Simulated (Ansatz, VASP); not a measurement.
## Hg in VASP and in Ansatz

The input INCAR:

```
PREC = Accurate
ENCUT = 520
EDIFF = 1E-6
ISMEAR = -1
SIGMA = 0.1
LREAL = F
LASPH = T
NELM = 80
ALGO = Fast
ISIF = 2
LWAVE = F
LCHARG = T
GGA = PE
LELF = T
LVHAR = T
NBANDS = 19
```

Contents of KPOINTS:

```
Automatic mesh
0
Gamma
  8 8 4
```

File POSCAR:

```
Hg
1.0
    3.5407704776      0.0000000000      0.0000000000
   -1.7703852388      3.0663971813      0.0000000000
    0.0000000000      0.0000000000      5.6127144369
Hg
2
Direct
    0.6666666667      0.3333333333      0.7500000000
    0.3333333333      0.6666666667      0.2500000000
```

Input for Ansatz:

```yaml
crystal:
  lattice:
    - [3.5407704776221824, 0.0, 0.0]
    - [-1.7703852388110912, 3.0663971812551227, 0.0]
    - [0.0, 0.0, 5.612714436935472]
  atoms:
    - { symbol: Hg, position: [0.6666666666666666, 0.3333333333333333, 0.75] }
    - { symbol: Hg, position: [0.3333333333333333, 0.6666666666666666, 0.25] }
basis:
  ecutwfc: 500.0
kpoints:
  mp_grid:
    grid: [8, 8, 4]
hamiltonian:
  xc: pbe
  pseudopotentials:
    kind: paw
scf:
  occupations:
    method: fermi_dirac
    width: 0.1
output:
  stress: true
```

Alike in both runs: task single point; functional PBE; k mesh 8 × 8 × 4; occupations fermi-dirac, width 0.1 eV; no spin polarisation.

|  | VASP | Ansatz |
| --- | --- | --- |
| version | VASP 6.6.1 | Ansatz 0.2.0 |
| potentials or method | VASP PAW PBE potentials, release 64 (Hg) | plane waves, PAW |
| plane-wave cutoff (eV) | 520 | 500 |
| valence electrons in the cell | 24 | 40 |

```csv
,VASP,Ansatz,Ansatz less VASP
pressure (GPa),0.3,0.3,-0.06
largest component of the traceless stress (GPa),0.11,0.10,-0.006
```

The two sets of potentials don't hold the same shells in valence.

Spin-orbit coupling is left out, which matters for the levels of Hg.
